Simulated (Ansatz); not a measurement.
Geometry optimisation, Ansatz, DFT PBE, scalar-relativistic, plane waves, PAW.

Input file:

```yaml
crystal:
  lattice:
    - [0.0, 3.758, 3.758]
    - [3.758, 0.0, 3.758]
    - [3.758, 3.758, 0.0]
  atoms:
    - { symbol: Mg, position: [0.0, 0.0, 0.0] }
    - { symbol: O, position: [0.25, 0.25, 0.25] }
    - { symbol: Mg, position: [0.0, 0.0, 0.5] }
    - { symbol: O, position: [0.25, 0.25, 0.75] }
    - { symbol: Mg, position: [0.0, 0.5, 0.0] }
    - { symbol: O, position: [0.25, 0.75, 0.25] }
    - { symbol: Mg, position: [0.0, 0.5, 0.5] }
    - { symbol: O, position: [0.25, 0.75, 0.75] }
    - { symbol: Mg, position: [0.5, 0.0, 0.0] }
    - { symbol: O, position: [0.75, 0.25, 0.25] }
    - { symbol: Mg, position: [0.5, 0.0, 0.5] }
    - { symbol: O, position: [0.75, 0.25, 0.75] }
    - { symbol: Mg, position: [0.5, 0.5, 0.0] }
    - { symbol: O, position: [0.75, 0.75, 0.25] }
    - { symbol: Mg, position: [0.5, 0.5, 0.5] }
    - { symbol: O, position: [0.75, 0.75, 0.75] }
    - { symbol: H, position: [0.133168, 0.1299164, 0.6150259] }
total_charge: 1
basis:
  ecutwfc: 420.0
kpoints:
  mp_grid: { grid: [3, 3, 3] }
hamiltonian:
  xc: pbe
scf:
  occupations: { method: fermi_dirac, width: 0.02 }
  lower_state_search: "off"
relax:
  f_tol: 0.03
  max_steps: 60
  adjacent_minimum: "off"
```

Command:

```bash
$ ansatz run input.yaml --threads 2 --pin off --max-ram 5120MiB --backend cpu --events-out ev --progress --plain --runs-dir out
```

Question: Where does it end, and by what steps?

Answer: It converged. The force dipped under the threshold on the way, but the program's further checks kept it going. Limits of this set-up: a small cell, in which the defect meets its images, a typed lattice constant that wasn't relaxed here, charged cell in a uniform background, uncorrected. After 9 steps the energy has fallen by 1.440 eV; H17 moved furthest, 0.50 Å. Joined: O2–H17 (1.58 → 0.99 Å).

```tsv
step	energy less start (eV)	largest force component (eV/Å)	accepted
0	0.0000	2.469	yes
1	-0.4695	1.460	yes
2	-0.7520	0.154	yes
3	-0.7574	0.187	yes
4	-0.7823	0.366	yes
5	-0.8527	0.623	yes
6	-1.1872	0.970	yes
7	-1.4308	0.442	yes
8	-1.4398	0.021	yes
9	-1.4398	0.020	yes
```

```xyz
17
Lattice="0.0000 3.7580 3.7580 3.7580 0.0000 3.7580 3.7580 3.7580 0.0000" Properties=species:S:1:pos:R:3
Mg 0.008 0.009 -0.007
O 1.933 1.934 1.827
Mg 1.861 1.861 -0.119
O 3.757 3.757 1.872
Mg 1.898 0.017 1.861
O 3.770 1.885 3.747
Mg 3.880 1.860 1.899
O 5.645 3.758 3.761
Mg 0.017 1.899 1.861
O 1.884 3.771 3.748
Mg 1.860 3.881 1.900
O 3.758 5.646 3.760
Mg 1.899 1.899 3.743
O 3.770 3.771 5.634
Mg 3.762 3.763 3.755
O 5.690 5.691 5.586
H 2.505 2.506 1.257
```

Whether the end is a true minimum wasn't checked by a vibrational analysis.

The run took 29 s on 2 threads of INTEL(R) XEON(R) PLATINUM 8581C CPU @ 2.30GHz (Emerald Rapids) (shared host), peak memory 0.53 GiB.
